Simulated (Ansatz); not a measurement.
Band structure of MoP

```xyz
2
Lattice="3.2230 0.0000 0.0000 -1.6115 2.7912 0.0000 0.0000 0.0000 3.1910" Properties=species:S:1:pos:R:3 pbc="T T T"
Mo    0.0000    0.0000    0.0000
P     0.0000    1.8608    1.5955
```

Atom numbers follow the list: Mo1, P2.

The geometry is COD entry 1539074, unchecked; take it as a test cell.

Spin polarisation is left out, and whether a magnetic state lies lower isn't shown here.

Method: DFT, PBEsol, all-electron LAPW, scalar-relativistic (Ansatz 0.2.0).

The runs use a Γ-centred 15×15×13 k mesh, Fermi–Dirac smearing of 0.08 eV, basis error target 0.25 meV/atom, no spin polarisation.

Points in fractions of the reciprocal vectors of this cell: Γ (0, 0, 0), M (0.5, 0, 0), K (0.333, 0.333, 0), A (0, 0, 0.5), L (0.5, 0, 0.5), H (0.333, 0.333, 0.5). The path joins them by straight lines in the order Γ–M–K–Γ–A–L–H–A–L; legs that retrace an earlier one aren't tabulated. Energies are in eV from the Fermi level.

(1) Is there a gap?

(2) List the levels between -5 and 2.5 eV at the symmetry points.

## Answers

(1) none: with an odd electron count and no spin polarisation the bands can't all be full, a metal in this set-up (spin order or a larger cell could open a gap).

(2) 
Γ: -4.21, -3.30 (×2), -0.69, 0.29 (×2)
M: -3.93, -3.76, -1.25, -0.42, 1.72, 2.37
K: -3.74, -1.52, -0.07, 0.67, 0.79
A: -2.71 (×2), -1.69 (×2), 1.33
L: -4.42, -1.06, 1.44, 1.84
H: -3.23, -1.33, 1.54
